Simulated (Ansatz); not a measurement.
# Si2W: the cost of one run

Computed with Ansatz 0.2.0 (DFT r2SCAN, scalar-relativistic, plane waves, PAW, unless a step's input says otherwise).

## Step 1: The structure to begin with

The structure is tetragonal, space group I4/mmm (No. 139). The conventional cell has a = 3.211 Å, b = 3.211 Å, c = 7.805 Å, α = 90.00°, β = 90.00°, γ = 90.00°. Around Si (site symmetry 4mm) lie 5 Si at 2.58 to 2.63 Å and 5 W at 2.61 Å. W (site symmetry 4/mmm) has 10 Si at 2.61 Å in its first shell of neighbours.

Structure file:

```cif
data_structure
_symmetry_space_group_name_H-M 'P 1'
_symmetry_Int_Tables_number 1
_cell_length_a 3.2113
_cell_length_b 3.2113
_cell_length_c 7.8046
_cell_angle_alpha 90.000
_cell_angle_beta 90.000
_cell_angle_gamma 90.000
_cell_volume 80.48
loop_
_atom_site_label
_atom_site_type_symbol
_atom_site_fract_x
_atom_site_fract_y
_atom_site_fract_z
_atom_site_occupancy
Si1 Si 0.00000 0.00000 0.33482 1
Si2 Si 0.50000 0.50000 0.16518 1
Si3 Si 0.50000 0.50000 0.83482 1
Si4 Si 0.00000 0.00000 0.66518 1
W1 W 0.00000 0.00000 0.00000 1
W2 W 0.50000 0.50000 0.50000 1
```

The unstrained cell was computed beforehand with the same settings: E(σ→0) = -23352.7339 eV for 6 atoms, gap none (metal).

## Step 2: Strain -1.5 %

input.yaml

```yaml
crystal:
  lattice:
    - [3.2233354499, 0.0, 0.0]
    - [0.0, 3.2233354499, 0.0]
    - [0.0, 0.0, 7.6875469528]
  atoms:
    - { symbol: Si, position: [0.0, 0.0, 0.3348248949] }
    - { symbol: Si, position: [0.5, 0.5, 0.1651751051] }
    - { symbol: Si, position: [0.5, 0.5, 0.8348248949] }
    - { symbol: Si, position: [0.0, 0.0, 0.6651751051] }
    - { symbol: W, position: [0.0, 0.0, 0.0] }
    - { symbol: W, position: [0.5, 0.5, 0.5] }
basis:
  ecutwfc: 500
kpoints:
  mp_grid: { grid: [12, 12, 6] }
hamiltonian:
  xc: r2scan
scf:
  occupations: { method: gaussian, width: 0.1 }
output:
  forces: true
  stress: true
  eigenvalues: true
  write_density: true
  write_potential: true
  elf: true
  volumetric_format: npy
relax:
  adjacent_minimum: "off"
  f_tol: 0.008
  max_steps: 40
  cell: { stress_tol: 0.015, fix: [c, angles] }
```

Started as:

```
$ ansatz run input.yaml --threads 1 --pin off --max-ram 2560MiB --backend cpu --events-out ev --progress --plain --runs-dir out
```

**Question.** How long does this run take on 1 thread of Intel Xeon at 2.50GHz (Skylake/Cascade Lake), shared host, and how much memory does it need?

About 3.8 min, with a peak of 0.71 GiB.
